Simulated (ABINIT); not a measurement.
# CuAu3 (Pm-3m) in ABINIT: single point with LDA

Aim: the single point of CuAu3 with LDA.

Program: ABINIT 10.8.3 (patched build). These are calculated values, not measurements. Logs are shortened: lines on timing, memory, paths and dates and some standing lists are left out, and cuts for length are marked. The log counts tension as positive stress, the text compression.

### Step 1. The cell of the first run

It takes space group Pm-3m (No. 221, cubic). The conventional cell has a = 4.083 Å, b = 4.083 Å, c = 4.083 Å, α = 90.00°, β = 90.00°, γ = 90.00°. Au (site symmetry 4/mmm) is surrounded by 8 Au at 2.89 Å and 4 Cu at 2.89 Å. Cu (site symmetry m-3m) is surrounded by 12 Au at 2.89 Å.

### Step 2. Single point, LDA (cell stretched)

Input file run.abi:

```
pp_dirpath "./"
pseudos "Au.hgh, Cu.hgh"

acell 3*1.0 Angstrom
rprim
     4.0834225607     0.0000000000     0.0000000000
     0.0000000000     4.0834225607     0.0000000000
     0.0000000000     0.0000000000     4.0834225607
ntypat 2
znucl 79 29
natom 4
typat 1 1 1 2
xred
     0.5000000000     0.5000000000     0.0000000000
     0.5000000000     0.0000000000     0.5000000000
     0.0000000000     0.5000000000     0.5000000000
     0.0000000000     0.0000000000     0.0000000000
chkprim 0
chksymtnons 0
tolsym 1.0e-6

ecut 15.0

kptopt 1
ngkpt 5 5 5
nshiftk 1
shiftk 0.0 0.0 0.0

ixc 7

nband 6
occopt 3
tsmear 0.00183747

nstep 100
tolvrs 1.0e-10

iomode 3
prtwf 0
prteig 0
prtebands 0
enunit 2
prtvol 2
prtden 1
prtvha 1
prtvclmb 1
prtpot 1
prtelf 1
```

Potentials or basis: HGH LDA.

Command:

```sh
$ abinit run.abi > log 2>&1
```

run.abo:

```text
.Version 10.8.3 of ABINIT
 Symmetries : space group Pm -3 m (#221); Bravais cP (primitive cubic)
================================================================================
 Values of the parameters that define the memory need of the present run
     intxc =       0    ionmov =       0      iscf =       7    lmnmax =       6
     lnmax =       6     mgfft =      30  mpssoang =       3    mqgrid =    3001
     natom =       4  nloc_mem =       1    nspden =       1   nspinor =       1
    nsppol =       1      nsym =      48    n1xccc =       0    ntypat =       2
    occopt =       3   xclevel =       1
       mpw =        1289          nfft =       27000          nkpt =          10
================================================================================
================================================================================

--------------------------------------------------------------------------------
------------- Echo of variables that govern the present computation ------------
--------------------------------------------------------------------------------
 -outvars: echo values of preprocessed input variables --------
            acell      1.8897261259E+00  1.8897261259E+00  1.8897261259E+00 Bohr
              amu      1.96966540E+02  6.35460000E+01
          chkprim           0
      chksymtnons           0
             ecut      1.50000000E+01 Hartree
           enunit           2
              ixc           7
         kptrlatt        5    0    0      0    5    0      0    0    5
          kptrlen      3.85827515E+01
            natom           4
            nband           6
            ngfft          30      30      30
             nkpt          10
            nstep         100
             nsym          48
           ntypat           2
           occopt           3
        prtebands           0
           prteig           0
           prtelf           1
           prtpot           1
         prtvclmb           1
           prtvha           1
           prtvol           2
            prtwf           0
            rprim      4.0834225607E+00  0.0000000000E+00  0.0000000000E+00
                       0.0000000000E+00  4.0834225607E+00  0.0000000000E+00
                       0.0000000000E+00  0.0000000000E+00  4.0834225607E+00
          spgroup         221
           tolsym      1.00000000E-06
           tolvrs      1.00000000E-10
           tsmear      1.83747000E-03 Hartree
            typat      1  1  1  2
           xangst      2.0417112803E+00  2.0417112803E+00  0.0000000000E+00
                       2.0417112803E+00  0.0000000000E+00  2.0417112803E+00
                       0.0000000000E+00  2.0417112803E+00  2.0417112803E+00
                       0.0000000000E+00  0.0000000000E+00  0.0000000000E+00
            xcart      3.8582751480E+00  3.8582751480E+00  0.0000000000E+00
                       3.8582751480E+00  0.0000000000E+00  3.8582751480E+00
                       0.0000000000E+00  3.8582751480E+00  3.8582751480E+00
                       0.0000000000E+00  0.0000000000E+00  0.0000000000E+00
             xred      5.0000000000E-01  5.0000000000E-01  0.0000000000E+00
                       5.0000000000E-01  0.0000000000E+00  5.0000000000E-01
                       0.0000000000E+00  5.0000000000E-01  5.0000000000E-01
                       0.0000000000E+00  0.0000000000E+00  0.0000000000E+00
            znucl       79.00000   29.00000

================================================================================

 chkinp: Checking input parameters for consistency.

================================================================================
== DATASET  1 ==================================================================

--- !DatasetInfo
iteration_state: {dtset: 1, }
dimensions: {natom: 4, nkpt: 10, mband: 6, nsppol: 1, nspinor: 1, nspden: 1, mpw: 1289, }
cutoff_energies: {ecut:  15.0, pawecutdg:  -1.0, }
electrons: {nelect:   4.00000000E+00, charge:   0.00000000E+00, occopt:   3.00000000E+00, tsmear:   1.83747000E-03, }
meta: {optdriver: 0, ionmov: 0, optcell: 0, iscf: 7, paral_kgb: 0, }
...

 Exchange-correlation functional for the present dataset will be:
  LDA: Perdew-Wang 92 LSD fit to Ceperley-Alder data - ixc=7
  J.P.Perdew and Y.Wang, PRB 45, 13244 (1992)

 Real(R)+Recip(G) space primitive vectors, cartesian coordinates (Bohr,Bohr^-1):
 R(1)=  7.7165503  0.0000000  0.0000000  G(1)=  0.1295916  0.0000000  0.0000000
 R(2)=  0.0000000  7.7165503  0.0000000  G(2)=  0.0000000  0.1295916  0.0000000
 R(3)=  0.0000000  0.0000000  7.7165503  G(3)=  0.0000000  0.0000000  0.1295916
 Unit cell volume ucvol=  4.5948313E+02 bohr^3
 Angles (23,13,12)=  9.00000000E+01  9.00000000E+01  9.00000000E+01 degrees

 getcut: wavevector=  0.0000  0.0000  0.0000  ngfft=  30  30  30
         ecut(hartree)=     15.000   => boxcut(ratio)=   2.22991

 getcut : COMMENT -
  Note that boxcut > 2.2 ; recall that boxcut=Gcut(box)/Gcut(sphere) = 2
  is sufficient for exact treatment of convolution.
  Such a large boxcut is a waste : you could raise ecut
  e.g. ecut=   18.646868 Hartrees makes boxcut=2

--- Pseudopotential description ------------------------------------------------
- pspini: atom type   1  psp file is ./Au.hgh
    3    1    1    0      2001   0.00000      pspcod,pspxc,lmax,lloc,mmax,r2well

 pspatm : COMMENT -
  the projectors are not normalized,
  so that the KB energies are not consistent with
  definition in PRB44, 8503 (1991).
  However, this does not influence the results obtained hereafter.

[... 115 lines left out ...]
  5.22E-16 6.74E-17 6.75E-17 5.47E-16 8.73E-16 2.57E-15
 reduced coordinates (array xred) for    4 atoms
       0.500000000000      0.500000000000      0.000000000000
       0.500000000000      0.000000000000      0.500000000000
       0.000000000000      0.500000000000      0.500000000000
       0.000000000000      0.000000000000      0.000000000000
 rms dE/dt=  0.0000E+00; max dE/dt=  0.0000E+00; dE/dt below (all hartree)
    1       0.000000000000      0.000000000000      0.000000000000
    2       0.000000000000      0.000000000000      0.000000000000
    3       0.000000000000      0.000000000000      0.000000000000
    4       0.000000000000      0.000000000000      0.000000000000

 cartesian coordinates (angstrom) at end:
    1      2.04171128035000     2.04171128035000     0.00000000000000
    2      2.04171128035000     0.00000000000000     2.04171128035000
    3      0.00000000000000     2.04171128035000     2.04171128035000
    4      0.00000000000000     0.00000000000000     0.00000000000000

 cartesian forces (hartree/bohr) at end:
    1     -0.00000000000000    -0.00000000000000    -0.00000000000000
    2     -0.00000000000000    -0.00000000000000    -0.00000000000000
    3     -0.00000000000000    -0.00000000000000    -0.00000000000000
    4     -0.00000000000000    -0.00000000000000    -0.00000000000000
 frms,max,avg= 0.0000000E+00 0.0000000E+00   0.000E+00  0.000E+00  0.000E+00 h/b

 cartesian forces (eV/Angstrom) at end:
    1     -0.00000000000000    -0.00000000000000    -0.00000000000000
    2     -0.00000000000000    -0.00000000000000    -0.00000000000000
    3     -0.00000000000000    -0.00000000000000    -0.00000000000000
    4     -0.00000000000000    -0.00000000000000    -0.00000000000000
 frms,max,avg= 0.0000000E+00 0.0000000E+00   0.000E+00  0.000E+00  0.000E+00 e/A
 length scales=  1.889726125908  1.889726125908  1.889726125908 bohr
              =  1.000000000000  1.000000000000  1.000000000000 angstroms
 Fermi (or HOMO) energy (hartree) =  -0.01845   Average Vxc (hartree)=  -0.24194
 Eigenvalues (hartree) for nkpt=  10  k points:
 kpt#   1, nband=  6, wtk=  0.00800, kpt=  0.0000  0.0000  0.0000 (reduced coord)
  -0.24944    0.15859    0.15859    0.15859    0.23655    0.23655
      occupation numbers for kpt#   1
   2.00000    0.00000    0.00000    0.00000    0.00000    0.00000
 kpt#   2, nband=  6, wtk=  0.04800, kpt=  0.2000  0.0000  0.0000 (reduced coord)
  -0.24246    0.01445    0.18080    0.18080    0.25200    0.27151
      occupation numbers for kpt#   2
   2.00000    0.00000    0.00000    0.00000    0.00000    0.00000
 kpt#   3, nband=  6, wtk=  0.04800, kpt=  0.4000  0.0000  0.0000 (reduced coord)
  -0.20958   -0.12575    0.24249    0.24249    0.29818    0.31387
      occupation numbers for kpt#   3
   2.00000    2.00000    0.00000    0.00000    0.00000    0.00000
 kpt#   4, nband=  6, wtk=  0.09600, kpt=  0.2000  0.2000  0.0000 (reduced coord)
  -0.23322    0.03261    0.03912    0.20215    0.27517    0.32727
      occupation numbers for kpt#   4
   2.00000    0.00000    0.00000    0.00000    0.00000    0.00000
 kpt#   5, nband=  6, wtk=  0.19200, kpt=  0.4000  0.2000  0.0000 (reduced coord)
[... 8 lines left out ...]
  -0.22201    0.05286    0.05286    0.06564    0.33849    0.33849
      occupation numbers for kpt#   7
   2.00000    0.00000    0.00000    0.00000    0.00000    0.00000
 kpt#   8, nband=  6, wtk=  0.19200, kpt=  0.4000  0.2000  0.2000 (reduced coord)
  -0.17982   -0.08603    0.11299    0.12237    0.21401    0.22650
      occupation numbers for kpt#   8
   2.00000    2.00000    0.00000    0.00000    0.00000    0.00000
 kpt#   9, nband=  6, wtk=  0.19200, kpt=  0.4000  0.4000  0.2000 (reduced coord)
  -0.12824   -0.02639   -0.02493    0.07676    0.18425    0.27011
      occupation numbers for kpt#   9
   2.00000    1.97384    1.94283    0.00000    0.00000    0.00000
 kpt#  10, nband=  6, wtk=  0.06400, kpt=  0.4000  0.4000  0.4000 (reduced coord)
  -0.07045    0.03038    0.03038    0.03253    0.13955    0.13955
      occupation numbers for kpt#  10
   2.00000    0.00000    0.00000    0.00000    0.00000    0.00000
 Fermi (or HOMO) energy (eV) =  -0.50198   Average Vxc (eV)=  -6.58345
 Eigenvalues (   eV  ) for nkpt=  10  k points:
 kpt#   1, nband=  6, wtk=  0.00800, kpt=  0.0000  0.0000  0.0000 (reduced coord)
  -6.78756    4.31551    4.31551    4.31551    6.43678    6.43678
 kpt#   2, nband=  6, wtk=  0.04800, kpt=  0.2000  0.0000  0.0000 (reduced coord)
  -6.59769    0.39315    4.91978    4.91978    6.85722    7.38804
 kpt#   3, nband=  6, wtk=  0.04800, kpt=  0.4000  0.0000  0.0000 (reduced coord)
  -5.70305   -3.42173    6.59842    6.59842    8.11378    8.54096
 kpt#   4, nband=  6, wtk=  0.09600, kpt=  0.2000  0.2000  0.0000 (reduced coord)
  -6.34631    0.88734    1.06457    5.50088    7.48778    8.90540
 kpt#   5, nband=  6, wtk=  0.19200, kpt=  0.4000  0.2000  0.0000 (reduced coord)
  -5.31656   -2.88615    2.67483    5.38068    7.11704    8.90336
 kpt#   6, nband=  6, wtk=  0.09600, kpt=  0.4000  0.4000  0.0000 (reduced coord)
  -3.99793   -1.31361   -1.18473    1.62461    8.56238   10.16084
 kpt#   7, nband=  6, wtk=  0.06400, kpt=  0.2000  0.2000  0.2000 (reduced coord)
  -6.04123    1.43839    1.43839    1.78621    9.21066    9.21068
 kpt#   8, nband=  6, wtk=  0.19200, kpt=  0.4000  0.2000  0.2000 (reduced coord)
  -4.89312   -2.34113    3.07463    3.32988    5.82340    6.16329
 kpt#   9, nband=  6, wtk=  0.19200, kpt=  0.4000  0.4000  0.2000 (reduced coord)
  -3.48962   -0.71816   -0.67827    2.08885    5.01368    7.35014
 kpt#  10, nband=  6, wtk=  0.06400, kpt=  0.4000  0.4000  0.4000 (reduced coord)
  -1.91713    0.82675    0.82675    0.88524    3.79722    3.79722
 Total charge density [el/Bohr^3]
)     Maximum=    1.1241E-02  at reduced coord.    0.6667    0.6667    0.6667
)Next maximum=    1.1241E-02  at reduced coord.    0.3333    0.6667    0.6667
)     Minimum=    5.1574E-05  at reduced coord.    0.0333    0.0000    0.0000
)Next minimum=    5.1574E-05  at reduced coord.    0.9667    0.0000    0.0000
   Integrated=    4.0000E+00

--- !EnergyTerms
iteration_state     : {dtset: 1, }
comment             : Components of total free energy in Hartree
kinetic             :  7.05914652958879E-01
hartree             :  6.72742109607334E-03
xc                  : -7.67616067940615E-01
Ewald energy        : -1.18831910586918E+00
psp_core            : -7.09545179651996E-01
local_psp           :  5.20266841582301E-01
non_local_psp       : -7.15061983548362E-01
internal            : -2.14763342137290E+00
'-kT*entropy'       : -1.40778386083872E-04
total_energy        : -2.14777419975898E+00
total_energy_eV     : -5.84439133187945E+01
band_energy         : -4.73896773348635E-01
...

 Cartesian components of stress tensor (hartree/bohr^3)
  sigma(1 1)=  2.01591307E-03  sigma(3 2)=  0.00000000E+00
  sigma(2 2)=  2.01591307E-03  sigma(3 1)=  0.00000000E+00
  sigma(3 3)=  2.01591307E-03  sigma(2 1)=  0.00000000E+00

-Cartesian components of stress tensor (GPa)         [Pressure= -5.9310E+01 GPa]
- sigma(1 1)=  5.93102101E+01  sigma(3 2)=  0.00000000E+00
- sigma(2 2)=  5.93102101E+01  sigma(3 1)=  0.00000000E+00
- sigma(3 3)=  5.93102101E+01  sigma(2 1)=  0.00000000E+00

== END DATASET(S) ==============================================================
================================================================================

 -outvars: echo values of variables after computation  --------
            acell      1.8897261259E+00  1.8897261259E+00  1.8897261259E+00 Bohr
           etotal     -2.1477741998E+00
            fcart     -0.0000000000E+00 -0.0000000000E+00 -0.0000000000E+00
                      -0.0000000000E+00 -0.0000000000E+00 -0.0000000000E+00
                      -0.0000000000E+00 -0.0000000000E+00 -0.0000000000E+00
                      -0.0000000000E+00 -0.0000000000E+00 -0.0000000000E+00
            rprim      4.0834225607E+00  0.0000000000E+00  0.0000000000E+00
                       0.0000000000E+00  4.0834225607E+00  0.0000000000E+00
                       0.0000000000E+00  0.0000000000E+00  4.0834225607E+00
           strten      2.0159130665E-03  2.0159130665E-03  2.0159130665E-03
                       0.0000000000E+00  0.0000000000E+00  0.0000000000E+00
           xangst      2.0417112803E+00  2.0417112803E+00  0.0000000000E+00
                       2.0417112803E+00  0.0000000000E+00  2.0417112803E+00
                       0.0000000000E+00  2.0417112803E+00  2.0417112803E+00
                       0.0000000000E+00  0.0000000000E+00  0.0000000000E+00
             xred      5.0000000000E-01  5.0000000000E-01  0.0000000000E+00
                       5.0000000000E-01  0.0000000000E+00  5.0000000000E-01
                       0.0000000000E+00  5.0000000000E-01  5.0000000000E-01
                       0.0000000000E+00  0.0000000000E+00  0.0000000000E+00
 Calculation completed.
```

It took 2.2 s on 1 thread of Arm Neoverse V1, shared host; peak memory 0.06 GiB.

What came out:

```yaml
Free_energy: -58.4439 eV
Pressure: -59.3 GPa
Band_gap_on_the_k_mesh: none (metal or under the smearing width)
Valence_electrons_inside_the_program's_atomic_spheres: Au 0.20; Cu 0.21
```

Levels at points of the mesh, in eV from the Fermi level:
| k point | band 1 | band 2 | band 3 | band 4 |
| --- | --- | --- | --- | --- |
| (0.00, 0.00, 0.00) | -6.29 | 4.82 | 4.82 | 4.82 |

Caveat: HGH potentials are hard and often keep d shells in the core, so these values are rough.
